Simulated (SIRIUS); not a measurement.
Runs of SIRIUS 7.12.0 on Au. Symmetry: Fm-3m, No. 225, cubic system. The conventional cell has a = 4.070 Å, b = 4.070 Å, c = 4.070 Å, α = 90.00°, β = 90.00°, γ = 90.00°. Au (site symmetry m-3m) is surrounded by 12 Au at 2.88 Å. 

```csv
level,V0 of scaled cells (Å³/atom),B0 (GPa)
PBEsol,17.00,178
AM05,(a),175
LDA,16.57,(c)
WC,(b),176
```

Alike in all rows: task equation of state; potentials or basis all-electron FP-LAPW, apw+lo standard; no spin polarisation; cell as given; k mesh 11 × 11 × 11; cutoff (eV) 168; smearing fermi-dirac 0.05 eV.

Problem. Estimate the missing entries.

Solution. (a) 16.93; (b) 17.14; (c) 194.

Runs at the PBE level aren't shown here.
